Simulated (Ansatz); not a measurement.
# Preparing In2O3 (R-3c) as a host crystal, part 2 of 3

Before any defect goes in: In2O3 (R-3c) at rest, and how it screens a charge.

Ansatz 0.2.0; plane-wave PAW DFT, r2SCAN; relaxation of the host's cell and atoms; PAW set soft_1 (the session's first sound run).

So far. Step 3 (Dielectric tensors of the host): The principal values of the electronic dielectric tensor are 4.98, 5.22 and 5.22. The principal values of the static dielectric tensor are 12.14, 12.14 and 15.15.

### Step 4. Defect free supercell relaxed in its symmetry

This cell, the one that will hold the defects, is built from the relaxed host. Its coarser k-points can move the atoms a little, so it is relaxed from the symmetric sites, as the reference for the test of stability.

This step: plane-wave PAW DFT, r2SCAN; relaxation of the defect-free supercell in its symmetry; PAW set soft_1 (Ansatz 0.2.0).

System of this step: In2O3 (R-3c). The cell holds 80 atoms: 32 In and 48 O. Its edges and angles: a = 11.607 Å, b = 11.607 Å, c = 11.607 Å, α = 56.7°, β = 56.7°, γ = 56.7°.

The input, pristine.symmetric/input.yaml:

```yaml
crystal:
  lattice:
    - [5.5086956413, 3.1804469446, 9.7089924256]
    - [-5.5086956413, 3.1804469446, 9.7089924256]
    - [0.0, -6.3608937895, 9.7089924583]
  atoms:
    - { symbol: In, position: [0.3214670934, 0.3214670934, 0.3214670934] }
    - { symbol: In, position: [0.4285329066, 0.4285329066, 0.4285329066] }
    - { symbol: In, position: [0.1785329066, 0.1785329066, 0.1785329066] }
    - { symbol: In, position: [0.0714670934, 0.0714670934, 0.0714670934] }
    - { symbol: O, position: [0.0232944329, 0.375, 0.2267055671] }
    - { symbol: O, position: [0.375, 0.2267055671, 0.0232944329] }
    - { symbol: O, position: [0.2267055671, 0.0232944329, 0.375] }
    - { symbol: O, position: [0.4767055671, 0.125, 0.2732944329] }
    - { symbol: O, position: [0.2732944329, 0.4767055671, 0.125] }
    - { symbol: O, position: [0.125, 0.2732944329, 0.4767055671] }
    - { symbol: In, position: [0.3214670934, 0.3214670934, 0.8214670934] }
    - { symbol: In, position: [0.4285329066, 0.4285329066, 0.9285329066] }
    - { symbol: In, position: [0.1785329066, 0.1785329066, 0.6785329066] }
    - { symbol: In, position: [0.0714670934, 0.0714670934, 0.5714670934] }
    - { symbol: O, position: [0.0232944329, 0.375, 0.7267055671] }
    - { symbol: O, position: [0.375, 0.2267055671, 0.5232944329] }
    - { symbol: O, position: [0.2267055671, 0.0232944329, 0.875] }
    - { symbol: O, position: [0.4767055671, 0.125, 0.7732944329] }
    - { symbol: O, position: [0.2732944329, 0.4767055671, 0.625] }
    - { symbol: O, position: [0.125, 0.2732944329, 0.9767055671] }
    - { symbol: In, position: [0.3214670934, 0.8214670934, 0.3214670934] }
    - { symbol: In, position: [0.4285329066, 0.9285329066, 0.4285329066] }
    - { symbol: In, position: [0.1785329066, 0.6785329066, 0.1785329066] }
    - { symbol: In, position: [0.0714670934, 0.5714670934, 0.0714670934] }
    - { symbol: O, position: [0.0232944329, 0.875, 0.2267055671] }
    - { symbol: O, position: [0.375, 0.7267055671, 0.0232944329] }
    - { symbol: O, position: [0.2267055671, 0.5232944329, 0.375] }
    - { symbol: O, position: [0.4767055671, 0.625, 0.2732944329] }
    - { symbol: O, position: [0.2732944329, 0.9767055671, 0.125] }
    - { symbol: O, position: [0.125, 0.7732944329, 0.4767055671] }
    - { symbol: In, position: [0.3214670934, 0.8214670934, 0.8214670934] }
    - { symbol: In, position: [0.4285329066, 0.9285329066, 0.9285329066] }
    - { symbol: In, position: [0.1785329066, 0.6785329066, 0.6785329066] }
    - { symbol: In, position: [0.0714670934, 0.5714670934, 0.5714670934] }
    - { symbol: O, position: [0.0232944329, 0.875, 0.7267055671] }
    - { symbol: O, position: [0.375, 0.7267055671, 0.5232944329] }
    - { symbol: O, position: [0.2267055671, 0.5232944329, 0.875] }
    - { symbol: O, position: [0.4767055671, 0.625, 0.7732944329] }
    - { symbol: O, position: [0.2732944329, 0.9767055671, 0.625] }
    - { symbol: O, position: [0.125, 0.7732944329, 0.9767055671] }
    - { symbol: In, position: [0.8214670934, 0.3214670934, 0.3214670934] }
    - { symbol: In, position: [0.9285329066, 0.4285329066, 0.4285329066] }
    - { symbol: In, position: [0.6785329066, 0.1785329066, 0.1785329066] }
    - { symbol: In, position: [0.5714670934, 0.0714670934, 0.0714670934] }
    - { symbol: O, position: [0.5232944329, 0.375, 0.2267055671] }
    - { symbol: O, position: [0.875, 0.2267055671, 0.0232944329] }
    - { symbol: O, position: [0.7267055671, 0.0232944329, 0.375] }
    - { symbol: O, position: [0.9767055671, 0.125, 0.2732944329] }
    - { symbol: O, position: [0.7732944329, 0.4767055671, 0.125] }
    - { symbol: O, position: [0.625, 0.2732944329, 0.4767055671] }
    - { symbol: In, position: [0.8214670934, 0.3214670934, 0.8214670934] }
    - { symbol: In, position: [0.9285329066, 0.4285329066, 0.9285329066] }
    - { symbol: In, position: [0.6785329066, 0.1785329066, 0.6785329066] }
    - { symbol: In, position: [0.5714670934, 0.0714670934, 0.5714670934] }
    - { symbol: O, position: [0.5232944329, 0.375, 0.7267055671] }
    - { symbol: O, position: [0.875, 0.2267055671, 0.5232944329] }
    - { symbol: O, position: [0.7267055671, 0.0232944329, 0.875] }
    - { symbol: O, position: [0.9767055671, 0.125, 0.7732944329] }
    - { symbol: O, position: [0.7732944329, 0.4767055671, 0.625] }
    - { symbol: O, position: [0.625, 0.2732944329, 0.9767055671] }
    - { symbol: In, position: [0.8214670934, 0.8214670934, 0.3214670934] }
    - { symbol: In, position: [0.9285329066, 0.9285329066, 0.4285329066] }
    - { symbol: In, position: [0.6785329066, 0.6785329066, 0.1785329066] }
    - { symbol: In, position: [0.5714670934, 0.5714670934, 0.0714670934] }
    - { symbol: O, position: [0.5232944329, 0.875, 0.2267055671] }
    - { symbol: O, position: [0.875, 0.7267055671, 0.0232944329] }
    - { symbol: O, position: [0.7267055671, 0.5232944329, 0.375] }
    - { symbol: O, position: [0.9767055671, 0.625, 0.2732944329] }
    - { symbol: O, position: [0.7732944329, 0.9767055671, 0.125] }
    - { symbol: O, position: [0.625, 0.7732944329, 0.4767055671] }
    - { symbol: In, position: [0.8214670934, 0.8214670934, 0.8214670934] }
    - { symbol: In, position: [0.9285329066, 0.9285329066, 0.9285329066] }
    - { symbol: In, position: [0.6785329066, 0.6785329066, 0.6785329066] }
    - { symbol: In, position: [0.5714670934, 0.5714670934, 0.5714670934] }
    - { symbol: O, position: [0.5232944329, 0.875, 0.7267055671] }
    - { symbol: O, position: [0.875, 0.7267055671, 0.5232944329] }
    - { symbol: O, position: [0.7267055671, 0.5232944329, 0.875] }
    - { symbol: O, position: [0.9767055671, 0.625, 0.7732944329] }
    - { symbol: O, position: [0.7732944329, 0.9767055671, 0.625] }
    - { symbol: O, position: [0.625, 0.7732944329, 0.9767055671] }
basis:
  ecutwfc: 500
  xc_grid: 2
hamiltonian:
  xc: r2scan
  pseudopotentials: { kind: paw, azcp: { folder: soft_1 } }
kpoints:
  mp_grid: { grid: [1, 1, 1] }
scf:
  occupations: { method: fermi_dirac, width: 0.01 }
  max_iter: 100
  lower_state_search: "off"
output:
  forces: true
relax:
  f_tol: 0.015
  max_steps: 60
  escape_saddle: false
checkpoint:
  write: "../pristine.symmetric.run"
  compress: false
  write_wavefunctions: false
  write_every: 100000
```

Run with:

```
ansatz run input.yaml --threads 32 --pin off --max-ram 131891MiB --backend cuda --events-out ev --progress --plain --runs-dir out
```

Numbers of over 12 decimals in the logs are rounded to 6 here.

Log:

```text
[...]
Crystal: 80 atoms, lattice volume = 1020.616 Å³
Basis set: ecut = 500 eV, 25859 PW (Γ), exchange–correlation on 180×180×180 points (8 copies of the dense FFT grid, shifted against one another)
Bands: 432, of which v1, the nominal top of the filled ones, is band 352 counted from 1 (351 counted from 0)
Symmetry: 96 space group operations
[...]
k-points: 1
[...]
SCF iter   1: F=-206883.828618 eV  HF=-206897.736801 eV  |Δ(HF+E_count)|=         —  Δρ=7.39e-2  dr2=4.08e1  dr2_τ=3.81e0  Hψ=1634
[...]
SCF iter   4: F=-206892.643171 eV  HF=-206892.650843 eV  |Δ(HF+E_count)|=   6.42e-2  Δρ=3.34e-3  dr2=7.41e-2  dr2_τ=1.05e-2  Hψ=725
[...]
SCF iter   8: F=-206892.659051 eV  HF=-206892.659051 eV  |Δ(HF+E_count)|=   1.83e-6  Δρ=4.07e-6  dr2=1.75e-7  dr2_τ=1.46e-8  Hψ=1212
SCF 1 converged in 8 iterations: F = -206892.659051 eV  dr2 = 1.75e-7
[...]
relax step   1: F+E_penalty+E_count = -206892.65905084 eV  Δ(F+E_penalty+E_count) = +0.000e0 eV  max|allowed force component| = 2.865e-2 eV/Å  Δτ_max = 0.0000 Å  (8 SCF iters, dr2 threshold 5.63e-6 eV, accepted)
[...]
relax step   2: F+E_penalty+E_count = -206892.65989280 eV  Δ(F+E_penalty+E_count) = -8.420e-4 eV  max|allowed force component| = 1.710e-2 eV/Å  Δτ_max = 0.0043 Å  (7 SCF iters, accepted)
[...]
SCF iter   1: F=-206892.657793 eV  HF=-206892.657711 eV  |Δ(HF+E_count)|=         —  Δρ=4.24e-4  dr2=1.14e-3  dr2_τ=7.25e-3  Hψ=851
[...]
SCF iter   2: F=-206892.658103 eV  HF=-206892.658108 eV  |Δ(HF+E_count)|=   3.97e-4  Δρ=1.65e-4  dr2=1.39e-4  dr2_τ=1.43e-5  Hψ=781
[...]
SCF iter   6: F=-206892.661134 eV  HF=-206892.661134 eV  |Δ(HF+E_count)|=   1.35e-7  Δρ=1.81e-6  dr2=3.52e-8  dr2_τ=2.38e-9  Hψ=1381
SCF 3 converged in 6 iterations: F = -206892.661134 eV  dr2 = 3.52e-8
relax step   3: F+E_penalty+E_count = -206892.66113399 eV  Δ(F+E_penalty+E_count) = -1.241e-3 eV  max|allowed force component| = 2.447e-3 eV/Å  Δτ_max = 0.0019 Å  (6 SCF iters, accepted)
[...]
SCF iter   1: F=-206892.661134 eV  HF=-206892.661134 eV  |Δ(HF+E_count)|=         —  Δρ=1.81e-6  dr2=3.52e-8  dr2_τ=2.38e-9  Hψ=1579
[...]
SCF iter   2: F=-206892.661134 eV  HF=-206892.661134 eV  |Δ(HF+E_count)|=   4.63e-9  Δρ=1.00e-6  dr2=1.32e-8  dr2_τ=3.58e-10  Hψ=930
SCF 4 converged in 2 iterations: F = -206892.661134 eV  dr2 = 1.32e-8
[...]
SCF converged after 2 iterations
Free energy (F): -206892.661134 eV
[...]
Internal energy: -206892.661134 eV  (E = F + TS)
E sigma→0 (E₀):  -206892.661134 eV
Fermi energy:    9.380695 eV
[...]
--- Forces (eV/Å), atoms counted from 1 ---
  atom   1  In    -0.00000000    -0.00000000    -0.00244719
  atom   2  In    -0.00000000     0.00000000     0.00244719
  atom   3  In    -0.00000000     0.00000000     0.00244719
  atom   4  In    -0.00000000    -0.00000000    -0.00244719
  atom   5  O      0.00073785     0.00127799    -0.00000000
  atom   6  O      0.00073785    -0.00127799     0.00000000
  [... 74 more lines of this table ...]
  max |Σ_I F_I| component: 5.20e-18 eV/Å
--- Relaxed structure (3 steps of the walk, 3 accepted, 0 SCFs on fresh bases) ---
  F+E_penalty+E_count = -206892.66113399 eV   max|allowed force component| = 2.447e-3 eV/Å
  atoms:
    - { symbol: In, position: [0.321540, 0.321540, 0.321540] }
    - { symbol: In, position: [0.428460, 0.428460, 0.428460] }
    - { symbol: In, position: [0.178460, 0.178460, 0.178460] }
    - { symbol: In, position: [0.071540, 0.071540, 0.071540] }
    - { symbol: O, position: [0.023521, 0.375, 0.226479] }
    - { symbol: O, position: [0.375, 0.226479, 0.023521] }
  [... 74 more lines of this table ...]
```

Run time: 2.8 s. Hardware: 1 × NVIDIA GB200 with 32 threads of Arm Neoverse V2, shared host; peak memory 1.5 GiB.

No atom moved by 0.005 Å in the relaxation.

### Step 5. Defect free supercell relaxed from displaced atoms

This step: plane-wave PAW DFT, r2SCAN; relaxation of the defect-free supercell from random displacements, a test of the host's stability; PAW set soft_1 (Ansatz 0.2.0).

pristine.rattled/input.yaml, as its differences from pristine.symmetric/input.yaml of step 4:

```diff
@@ -102,6 +102,6 @@
   f_tol: 0.015
-  max_steps: 60
-  escape_saddle: false
+  max_steps: 120
+  random_displacement: { amplitude: 0.06, seed: 9593 }
 checkpoint:
-  write: "../pristine.symmetric.run"
+  write: "../pristine.rattled.run"
   compress: false
```

Log:

```text
[...]
Crystal: 80 atoms, lattice volume = 1020.616 Å³
Basis set: ecut = 500 eV, 25859 PW (Γ), exchange–correlation on 180×180×180 points (8 copies of the dense FFT grid, shifted against one another)
Bands: 432, of which v1, the nominal top of the filled ones, is band 352 counted from 1 (351 counted from 0)
Symmetry: 1 space group operations
k-points: 1
[...]
SCF iter   1: F=-206881.829876 eV  HF=-206895.990618 eV  |Δ(HF+E_count)|=         —  Δρ=7.41e-2  dr2=4.11e1  dr2_τ=3.86e0  Hψ=1634
[...]
SCF iter   3: F=-206890.538538 eV  HF=-206890.895692 eV  |Δ(HF+E_count)|=   4.14e-1  Δρ=8.10e-3  dr2=8.31e-1  dr2_τ=7.72e-2  Hψ=678
[...]
SCF 1 converged in 9 iterations: F = -206890.838220 eV  dr2 = 3.17e-6
[...]
relax step   1: F+E_penalty+E_count = -206890.83822049 eV  Δ(F+E_penalty+E_count) = +0.000e0 eV  max|allowed force component| = 1.625e0 eV/Å  Δτ_max = 0.0000 Å  (9 SCF iters, dr2 threshold 5.63e-6 eV, accepted)
[...]
relax step   2: F+E_penalty+E_count = -206892.17881410 eV  Δ(F+E_penalty+E_count) = -1.341e0 eV  max|allowed force component| = 5.467e-1 eV/Å  Δτ_max = 0.1071 Å  (7 SCF iters, dr2 threshold 1.00e-4 eV, accepted)
relax step   3: F+E_penalty+E_count = -206892.66092736 eV  Δ(F+E_penalty+E_count) = -4.821e-1 eV  max|allowed force component| = 1.600e-2 eV/Å  Δτ_max = 0.0623 Å  (7 SCF iters, dr2 threshold 1.87e-5 eV, accepted)
relax step   4: F+E_penalty+E_count = -206892.66093481 eV  Δ(F+E_penalty+E_count) = -7.445e-6 eV  max|allowed force component| = 1.575e-2 eV/Å  Δτ_max = 0.0000 Å  (4 SCF iters, accepted)
[...]
SCF iter   2: F=-206892.658116 eV  HF=-206892.658112 eV  |Δ(HF+E_count)|=   2.75e-4  Δρ=9.30e-5  dr2=4.41e-5  dr2_τ=4.67e-6  Hψ=826
[...]
SCF iter   6: F=-206892.661138 eV  HF=-206892.661138 eV  |Δ(HF+E_count)|=   3.21e-8  Δρ=1.31e-6  dr2=1.65e-8  dr2_τ=1.10e-9  Hψ=1145
SCF 5 converged in 6 iterations: F = -206892.661138 eV  dr2 = 1.65e-8
[...]
relax step   5: F+E_penalty+E_count = -206892.66113774 eV  Δ(F+E_penalty+E_count) = -2.029e-4 eV  max|allowed force component| = 2.800e-4 eV/Å  Δτ_max = 0.0023 Å  (6 SCF iters, accepted)
[...]
SCF iter   1: F=-206892.661138 eV  HF=-206892.661138 eV  |Δ(HF+E_count)|=         —  Δρ=1.31e-6  dr2=1.65e-8  dr2_τ=1.10e-9  Hψ=1579
[...]
SCF iter   2: F=-206892.661138 eV  HF=-206892.661138 eV  |Δ(HF+E_count)|=   4.83e-9  Δρ=7.07e-7  dr2=5.56e-9  dr2_τ=2.41e-10  Hψ=829
SCF 6 converged in 2 iterations: F = -206892.661138 eV  dr2 = 5.56e-9
SCF converged after 2 iterations
Free energy (F): -206892.661138 eV
[...]
Internal energy: -206892.661138 eV  (E = F + TS)
E sigma→0 (E₀):  -206892.661138 eV
Fermi energy:    9.380646 eV
[...]
--- Forces (eV/Å), atoms counted from 1 ---
  atom   1  In     0.00011767    -0.00003877    -0.00020217
  atom   2  In     0.00003848    -0.00008154     0.00024081
  atom   3  In    -0.00012464    -0.00006508     0.00006599
  atom   4  In     0.00003554    -0.00019466     0.00003005
  atom   5  O     -0.00008129    -0.00005799    -0.00006030
  atom   6  O     -0.00016559     0.00018571     0.00017647
  [... 74 more lines of this table ...]
  max |Σ_I F_I| component: 1.15e-3 eV/Å
--- Relaxed structure (5 steps of the walk, 5 accepted, 0 SCFs on fresh bases) ---
  F+E_penalty+E_count = -206892.66113774 eV   max|allowed force component| = 2.800e-4 eV/Å
  atoms:
    - { symbol: In, position: [0.322048, 0.321599, 0.320904] }
    - { symbol: In, position: [0.428977, 0.428530, 0.427830] }
    - { symbol: In, position: [0.178975, 0.178525, 0.177831] }
    - { symbol: In, position: [0.072045, 0.071596, 0.070899] }
    - { symbol: O, position: [0.024039, 0.375060, 0.225840] }
    - { symbol: O, position: [0.375510, 0.226529, 0.022893] }
  [... 74 more lines of this table ...]
```

Wall time 4.6 s (1 × NVIDIA GB200 with 32 threads); peak memory 1.4 GiB.

Relaxation path:

| step | energy less that of the first step (eV) | largest force component (eV/Å) |
| --- | --- | --- |
| 1 | 0.0000 | 1.6252 |
| 2 | -1.3406 | 0.5467 |
| 3 | -1.8227 | 0.0160 |
| 4 | -1.8227 | 0.0158 |
| 5 | -1.8229 | 0.0003 |

The relaxation ends 23 meV an atom lower than the displaced start, with a largest force component of 2.8e-4 eV/Å.

### Step 6. Host on a dense mesh

This step: plane-wave PAW DFT, r2SCAN; single point of the defect-free host, a test of the k-point sampling; PAW set soft_1 (Ansatz 0.2.0).

System of this step: In2O3 (R-3c). The structure is trigonal, space group R-3c (No. 167). Conventional cell: a = 5.509 Å, b = 5.509 Å, c = 14.563 Å, α = 90.00°, β = 90.00°, γ = 120.00°. Nearest to In lie 6 O at 2.13 to 2.26 Å. Nearest to O lie 4 In at 2.13 to 2.26 Å. Farther neighbours and most contacts between anions are not listed.

The input, dense/input.yaml:

```yaml
crystal:
  lattice:
    - [2.7543478206, 1.5902234723, 4.8544962128]
    - [-2.7543478206, 1.5902234723, 4.8544962128]
    - [0.0, -3.1804468947, 4.8544962291]
  atoms:
    - { symbol: In, position: [0.6429341869, 0.6429341869, 0.6429341869] }
    - { symbol: In, position: [0.8570658131, 0.8570658131, 0.8570658131] }
    - { symbol: In, position: [0.3570658131, 0.3570658131, 0.3570658131] }
    - { symbol: In, position: [0.1429341869, 0.1429341869, 0.1429341869] }
    - { symbol: O, position: [0.0465888658, 0.75, 0.4534111342] }
    - { symbol: O, position: [0.75, 0.4534111342, 0.0465888658] }
    - { symbol: O, position: [0.4534111342, 0.0465888658, 0.75] }
    - { symbol: O, position: [0.9534111342, 0.25, 0.5465888658] }
    - { symbol: O, position: [0.5465888658, 0.9534111342, 0.25] }
    - { symbol: O, position: [0.25, 0.5465888658, 0.9534111342] }
basis:
  ecutwfc: 500
  xc_grid: 2
hamiltonian:
  xc: r2scan
  pseudopotentials: { kind: paw, azcp: { folder: soft_1 } }
kpoints:
  mp_grid: { grid: [6, 6, 6] }
scf:
  occupations: { method: fermi_dirac, width: 0.01 }
  max_iter: 100
  lower_state_search: "off"
checkpoint:
  write: "../dense.run"
  compress: false
  write_wavefunctions: false
  write_every: 100000
```

Log:

```text
[...]
device memory: the entry about to start is reckoned to put 4.0 GiB on a device that reports 182.5 GiB free
GPU FFT provider: cuFFT
GPU libraries: cuBLAS 13.8.1, cuFFT 12.4.0, cuSOLVER 12.3.2
GPU matrix products: emulated (plane waves: as basis.precision tells), large ones in fixed point in workspaces of 1.00 GiB
Crystal: 10 atoms, lattice volume = 127.577 Å³
Basis set: ecut = 500 eV, 3227 PW (Γ), exchange–correlation on 90×90×90 points (8 copies of the dense FFT grid, shifted against one another)
Bands: 54, of which v1, the nominal top of the filled ones, is band 44 counted from 1 (43 counted from 0)
Symmetry: 12 space group operations
[...]
k-points: 32 of 216
[...]
GPU buffer pool allocated for 91125 grid points (all kernels)
GPU transforms: local potential and band sums: pruned to the plane-wave sphere, on 45×45×45
[...]
SCF iter   1: F=-25860.617813 eV  HF=-25862.320233 eV  |Δ(HF+E_count)|=         —  Δρ=7.34e-2  dr2=4.99e0  dr2_τ=4.62e-1  Hψ=6871
[...]
SCF iter   8: F=-25861.689766 eV  HF=-25861.689766 eV  |Δ(HF+E_count)|=   1.68e-7  Δρ=4.09e-6  dr2=2.19e-8  dr2_τ=1.30e-9  Hψ=3909
SCF 1 converged in 8 iterations: F = -25861.689766 eV  dr2 = 2.19e-8
[...]
SCF converged after 8 iterations
Free energy (F): -25861.689766 eV
[...]
Internal energy: -25861.689766 eV  (E = F + TS)
E sigma→0 (E₀):  -25861.689766 eV
Fermi energy:    9.390269 eV
[...]
```

The job ended after 1.5 s (1 × NVIDIA GB200 with 32 threads; peak memory 1.1 GiB; 3.1 s of CPU time).

### Step 7. Defect free supercell at the zone centre

The supercell is run at the zone centre, to see how far that sampling misses the dense mesh.

System of this step: In2O3 (R-3c). The cell holds 80 atoms: 32 In and 48 O. Its edges and angles: a = 11.607 Å, b = 11.607 Å, c = 11.607 Å, α = 56.7°, β = 56.7°, γ = 56.7°.

pristine.sampling_gamma/input.yaml, as its differences from pristine.rattled/input.yaml of step 5:

```diff
@@ -98,10 +98,4 @@
   lower_state_search: "off"
-output:
-  forces: true
-relax:
-  f_tol: 0.015
-  max_steps: 120
-  random_displacement: { amplitude: 0.06, seed: 9593 }
 checkpoint:
-  write: "../pristine.rattled.run"
+  write: "../pristine.sampling_gamma.run"
   compress: false
```

Log:

```text
[...]
GPU FFT provider: cuFFT
GPU libraries: cuBLAS 13.8.1, cuFFT 12.4.0, cuSOLVER 12.3.2
[...]
Crystal: 80 atoms, lattice volume = 1020.616 Å³
Basis set: ecut = 500 eV, 25859 PW (Γ), exchange–correlation on 180×180×180 points (8 copies of the dense FFT grid, shifted against one another)
Bands: 432, of which v1, the nominal top of the filled ones, is band 352 counted from 1 (351 counted from 0)
Symmetry: 96 space group operations
[...]
k-points: 1
[...]
GPU buffer pool allocated for 729000 grid points (all kernels)
[...]
SCF iter   1: F=-206883.828615 eV  HF=-206897.736800 eV  |Δ(HF+E_count)|=         —  Δρ=7.39e-2  dr2=4.08e1  dr2_τ=3.81e0  Hψ=1634
[...]
SCF iter   9: F=-206892.659051 eV  HF=-206892.659051 eV  |Δ(HF+E_count)|=   3.25e-8  Δρ=1.00e-6  dr2=1.00e-8  dr2_τ=5.10e-10  Hψ=778
SCF 1 converged in 9 iterations: F = -206892.659051 eV  dr2 = 1.00e-8
[...]
SCF converged after 9 iterations
Free energy (F): -206892.659051 eV
[...]
Internal energy: -206892.659051 eV  (E = F + TS)
E sigma→0 (E₀):  -206892.659051 eV
Fermi energy:    9.381059 eV
[...]
```

Run time: 1.6 s. Hardware: 1 × NVIDIA GB200 with 32 threads; peak memory 1.3 GiB.

(Continued in part 3 of 3.)

[Logs are printed without paths, hosts, clocks, repeated set-up lines and the standing remarks that a program may print on its own settings, such as how far it seeks lower states.]

[Hosts, paths, dates, database ids (printed as entryN), source tags and the programs' standing remarks are cut or masked in the printed files.]

[Runs of the host that timed out are not shown.]

[For some hosts the program warned that the k-mesh of the response run may be too coarse for force constants and the static dielectric constant; such warnings are not always shown.]

[The program warned that the k-mesh of a response run behind this text may be too coarse: force constants, and the static dielectric constant and all else formed from them, are not shown converged.]
